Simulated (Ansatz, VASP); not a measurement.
**One calculation of GaSb, two programs**

INCAR

```
SYSTEM = GaSb
ALGO = Fast
EDIFF = 1E-7
ENCUT = 520
GGA = PS
ISIF = 2
ISMEAR = 0
LASPH = .True.
LCHARG = .False.
LREAL = .False.
LWAVE = .False.
NBANDS = 16
NELM = 60
PREC = Accurate
SIGMA = 0.05
```

KPOINTS

```
k-points
0
Gamma
  6 6 6
  0 0 0
```

POSCAR

```
GaSb
1.0
    0.0000000000      2.8200000000      2.8200000000
    2.8200000000      0.0000000000      2.8200000000
    2.8200000000      2.8200000000      0.0000000000
Ga Sb
1 1
Direct
    0.0000000000      0.0000000000      0.0000000000
    0.5000000000      0.5000000000      0.5000000000
```

Input for Ansatz:

```yaml
crystal:
  lattice:
    - [0.0, 2.82, 2.82]
    - [2.82, 0.0, 2.82]
    - [2.82, 2.82, 0.0]
  atoms:
    - { symbol: Ga, position: [0.0, 0.0, 0.0] }
    - { symbol: Sb, position: [0.5, 0.5, 0.5] }
basis:
  ecutwfc: 420
kpoints:
  mp_grid: { grid: [6, 6, 6] }
hamiltonian:
  xc: pbesol
scf:
  occupations: { method: gaussian, width: 0.05 }
output:
  forces: true
  stress: true
  eigenvalues: true
```

Measurements of this composition are mostly on another form, of space group No. 216.

Alike in both runs: task single point; functional PBEsol; k mesh 6 × 6 × 6; occupations gaussian, width 0.05 eV; no spin polarisation.

|  | VASP | Ansatz |
| --- | --- | --- |
| version | VASP 6.6.1 | Ansatz 0.2.0 |
| potentials or method | VASP PAW PBE potentials, release 64 (Ga_d, Sb) | scalar-relativistic, plane waves, PAW |
| plane-wave cutoff (eV) | 520 | 420 |
| valence electrons in the cell | 18 | 28 |

```csv
,VASP,Ansatz,Ansatz less VASP
gap on the k mesh at the Fermi level (eV),none,none,-
pressure (GPa),2.2,2.1,-0.17
```

A gap of «none» marks a metal or a gap that the smearing closes. The two sets of potentials don't hold the same shells in valence.

Caveats: the PAW data sets were made with another functional, which shifts forces and pressure a little (VASP). Spin-orbit coupling is left out, which matters for the levels of Sb.
